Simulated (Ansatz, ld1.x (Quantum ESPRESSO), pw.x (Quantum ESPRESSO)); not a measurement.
# Equation-of-state test of one TM potential (tantalum (Ta))

tantalum, norm-conserving Troullier–Martins (Kleinman–Bylander form), made with ld1.x (Quantum ESPRESSO) 7.5 (PBE, scalar-relativistic). Core [Xe] 4f14, reference 5d3 6s2 6p0. Waves: 6p (bound, empty): rc 3.30 bohr; 5d (bound): rc 2.75 bohr; 6s (bound): rc 2.05 bohr. Local part: the s channel. Core correction: none.

Crystal test: sc Ta in pw.x 7.5, no spin, 12³ k-points, Fermi–Dirac smearing 0.01 Ry, cutoffs 60/240 Ry. The reference is all-electron LAPW (Ansatz 0.2.0) with the same functional, mesh and smearing; V0 and B0 come from Birch–Murnaghan fits to the pressures at five volumes. Errors are pseudo minus all-electron; Δ is the rms difference of the E(V) curves that follow from these fits, minima aligned, over ±6 % about the mean V0. Mesh and smearing are coarse, so the numbers serve the comparison and aren't converged zero-temperature values; the lattice is a test structure that the element need not adopt.

```json
{"V (Å³/atom)": "19.357", "P all-electron (GPa)": "10.29", "P pseudo (GPa)": "12.55"}
{"V (Å³/atom)": "19.867", "P all-electron (GPa)": "5.78", "P pseudo (GPa)": "8.11"}
{"V (Å³/atom)": "20.376", "P all-electron (GPa)": "1.79", "P pseudo (GPa)": "4.17"}
{"V (Å³/atom)": "20.885", "P all-electron (GPa)": "-1.75", "P pseudo (GPa)": "0.67"}
{"V (Å³/atom)": "21.395", "P all-electron (GPa)": "-4.87", "P pseudo (GPa)": "-2.46"}
```

All-electron: a0 = 2.742 Å (V0 = 20.63 Å³/atom), B0 = 143.1 GPa.

Pseudopotential: mean pressure error (GPa): +2.36; a0 (Å): 2.758; a0 error (%): +0.58; B0 error (%): -7.0; Δ (meV/atom): 10.8. The largest radius (3.30 bohr) exceeds half the bond length (2.58 bohr), so the spheres overlap, which is one possible source of error among others. This is a poor potential for the solid. The logarithmic derivative shows an extra or strongly shifted pseudo pole above the reference energy (s near 1.43 Ry).

Problem. At the middle volume, how do free energy and pressure move when the wave cutoff is lowered (ecutrho kept at four times it)?

Solution.

| cutoff (Ry) | shift of F (meV/atom) | shift of P (GPa) |
| --- | --- | --- |
| 27 | +47.3 | -0.80 |
| 36 | +18.5 | +0.00 |
| 48 | +7.2 | -0.21 |

The run at the middle volume (84 k-points, 8 iterations) took about 3.6 s on one core of a shared host (AMD EPYC 9R45 96-Core Processor, 96 threads, 376 GiB, load 50).
